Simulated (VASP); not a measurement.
# CaSe (Fm-3m) in VASP: further runs, part 3 of 3

VASP 6.6.1. The steps go on from the part before.

## (6) Single point, r2SCAN

POSCAR reads:

```
CaSe
1.0
    0.0000000000      2.9675305933      2.9675305933
    2.9675305933      0.0000000000      2.9675305933
    2.9675305933      2.9675305933      0.0000000000
Ca Se
1 1
Direct
    0.0000000000      0.0000000000      0.0000000000
    0.5000000000      0.5000000000      0.5000000000
```

INCAR.step1 reads:

```
SYSTEM = CaSe
  PREC = Accurate
  ENCUT = 520
  ISMEAR = 0
  SIGMA = 0.01
  LREAL = .False.
  LASPH = .True.
  NELM = 80
  NBANDS = 15
  GGA = PE
  ALGO = Normal
  EDIFF = 1E-4
  LWAVE = .True.
  LCHARG = .False.
```

INCAR.step2 reads:

```
SYSTEM = CaSe
  PREC = Accurate
  ENCUT = 520
  EDIFF = 1E-6
  ISMEAR = 0
  SIGMA = 0.01
  LREAL = .False.
  LASPH = .True.
  NELM = 80
  ALGO = Normal
  ISIF = 2
  LWAVE = .False.
  LCHARG = .False.
  METAGGA = R2SCAN
  LMIXTAU = .True.
  NBANDS = 15
  ISTART = 1
```

KPOINTS reads:

```
Automatic mesh
0
Gamma
  8 8 8
  0 0 0
```

Potentials or basis: VASP PAW PBE potentials, release 64 (Ca_sv, Se).

Started as:

```bash
> cat potpaw_PBE.64/Ca_sv/POTCAR potpaw_PBE.64/Se/POTCAR > POTCAR
> cp INCAR.step1 INCAR
> mpirun -np 1 vasp_std > vasp.out
> cp INCAR.step2 INCAR
> mpirun -np 1 vasp_std > vasp.out
```

OUTCAR:

```text
SYSTEM = CaSe
   PREC = Accurate
   ENCUT = 520
   EDIFF = 1E-6
   ISMEAR = 0
   LREAL = .False.
   LASPH = .True.
   NELM = 80
   ISIF = 2
   METAGGA = R2SCAN
   ISTART = 1

 ion  position               nearest neighbor table
   1  0.000  0.000  0.000-   2 2.97   2 2.97   2 2.97   2 2.97   2 2.97   2 2.97
   2  0.500  0.500  0.500-   1 2.97   1 2.97   1 2.97   1 2.97   1 2.97   1 2.97

  LATTYP: Found a face centered cubic cell.
 ALAT       =     5.9350611866

  Lattice vectors:

 A1 = (   0.0000000000,   2.9675305933,   2.9675305933)
 A2 = (   2.9675305933,   0.0000000000,   2.9675305933)
 A3 = (   2.9675305933,   2.9675305933,   0.0000000000)

Analysis of symmetry for initial positions (statically):
=====================================================================
 Subroutine PRICEL returns:
 Original cell was already a primitive cell.

 Routine SETGRP: Setting up the symmetry group for a
 face centered cubic supercell.

 Subroutine GETGRP returns: Found 48 space group operations
[... 9 lines left out ...]

 Routine SETGRP: Setting up the symmetry group for a
 face centered cubic supercell.

 Subroutine GETGRP returns: Found 48 space group operations
[... 11 lines left out ...]
                                     Primitive cell
[... 154 lines left out ...]
      7       2.1146      2.00000
      8       2.1146      2.00000
      9       6.1935      0.00000
     10       6.3447      0.00000
     11       6.3448      0.00000
     12       6.3448      0.00000
     13       6.9342      0.00000
     14       6.9342      0.00000
[... 401 lines left out ...]
      2     -19.4125      2.00000
      3     -19.3536      2.00000
      4     -19.3384      2.00000
      5      -9.3519      2.00000
      6      -0.6765      2.00000
      7       0.5114      2.00000
      8       0.8986      2.00000
      9       7.1454      0.00000
     10       7.4391      0.00000
     11       8.4266      0.00000
     12       8.7293      0.00000
     13       9.0544      0.00000
     14       9.9549      0.00000
     15      11.4081      0.00000

 [... further k-points ...]

------------------------ aborting loop because EDIFF is reached ----------------------------------------

  FORCE on cell =-STRESS in cart. coord.  units (eV):
  Direction    XX          YY          ZZ          XY          YZ          ZX
  --------------------------------------------------------------------------------------
  -------------------------------------------------------------------------------------
  Total        0.0808243      0.0808243      0.0808243      0.0000000     -0.0000000     -0.0000000
  in kB        2.4776337      2.4776337      2.4776337      0.0000000     -0.0000000     -0.0000000
  external PRESSURE =       2.4776337 kB  Pullay stress =       0.0000000 kB

 VOLUME and BASIS-vectors are now :
 -----------------------------------------------------------------------------
  energy-cutoff  :      520.00
  volume of cell :       52.27
      direct lattice vectors                 reciprocal lattice vectors
     0.000000000  2.967530593  2.967530593    -0.168490260  0.168490260  0.168490260
     2.967530593  0.000000000  2.967530593     0.168490260 -0.168490260  0.168490260
     2.967530593  2.967530593  0.000000000     0.168490260  0.168490260 -0.168490260

 POSITION                                       TOTAL-FORCE (eV/Angst)
 -----------------------------------------------------------------------------------
      0.00000      0.00000      0.00000         0.000000     -0.000000      0.000000
      2.96753      2.96753      2.96753        -0.000000      0.000000      0.000000
 -----------------------------------------------------------------------------------
    total drift:                                0.000000     -0.000000     -0.000000

  FREE ENERGIE OF THE ION-ELECTRON SYSTEM (eV)
  ---------------------------------------------------
  free  energy   TOTEN  =       -25.9790881906 eV

  energy  without entropy=      -25.9790881906  energy(sigma->0) =      -25.97908819
```

Run time: 2.4 min. Hardware: 1 thread of AMD EPYC 7R13, shared host; peak memory 0.16 GiB.

What came out:

```
Free energy            : -25.9791 eV
Pressure               : 0.2 GPa
Band gap on the k mesh : 2.52 eV, indirect (least direct gap 3.46 eV)
```

Levels at points of the mesh, in eV from the valence-band top:
```
           k point  band 6  band 7  band 8  band 9  band 10  band 11
(0.00, 0.00, 0.00)    0.00    0.00    0.00    4.08     4.23     4.23
(0.50, 0.00, 0.00)   -3.24   -1.17   -1.17    5.10     6.07     6.09
(0.50, 0.50, 0.00)   -2.52   -0.94   -0.94    2.52     5.60     5.76
```

Caveat: the PAW data sets were made with another functional, which shifts forces and pressure a little.

## (7) Summary

| level | cell | k mesh | gap on the mesh (eV) | pressure (GPa) |
| --- | --- | --- | --- | --- |
| r2SCAN | a = 4.197 Å, angles 60.0°, 2 atoms | 6 × 6 × 6 | 2.52 | 0.2 |
| r2SCAN | a = 4.238 Å, angles 60.0°, 2 atoms | 6 × 6 × 6 | 2.58 | -1.2 |
| r2SCAN | a = 4.279 Å, angles 60.0°, 2 atoms | 6 × 6 × 6 | 2.64 | -2.5 |
| PBE | a = 4.197 Å, angles 60.0°, 2 atoms | 8 × 8 × 8 | 2.05 | 0.7 |
| r2SCAN | a = 4.197 Å, angles 60.0°, 2 atoms | 8 × 8 × 8 | 2.52 | 0.2 |

Alike in all rows: task single point; potentials or basis VASP PAW PBE potentials, release 64 (Ca_sv, Se); no spin polarisation; cutoff (eV) 520; smearing gaussian 0.01 eV.

On the cell as given the gap runs from 2.05 eV (PBE) to 2.52 eV (r2SCAN); the meshes differ, which moves gaps too. The pressure there spans 0.2 GPa (r2SCAN) to 0.7 GPa (PBE); a positive pressure means that this level wants a larger cell, a negative one a smaller.

Caveats: the PAW data sets were made with another functional, which shifts forces and pressure a little (some runs).

Absolute energies hang on the potentials; compare differences alone.

## (8) How close it comes

Step 2. Against the measured gap of CaSe, 3.85 eV (indirect; 2 K; a printed reference work, monograph, original work of 1988), the calculated 2.52 eV is off by -1.33 eV. Spin-orbit coupling on Se is left out. The value is that of r2SCAN on a finite k mesh, which can miss the band edges, without temperature or zero-point motion.

Step 5. Against the measured gap of CaSe, 3.85 eV (indirect; 2 K; a printed reference work, monograph, original work of 1988), the calculated 2.05 eV is off by -1.80 eV. Spin-orbit coupling on Se is left out. The value is that of PBE on a finite k mesh, which can miss the band edges, without temperature or zero-point motion. Semilocal functionals fall short of measured gaps as a rule.

Step 6. Against the measured gap of CaSe, 3.85 eV (indirect; 2 K; a printed reference work, monograph, original work of 1988), the calculated 2.52 eV is off by -1.33 eV. Spin-orbit coupling on Se is left out. The value is that of r2SCAN on a finite k mesh, which can miss the band edges, without temperature or zero-point motion.
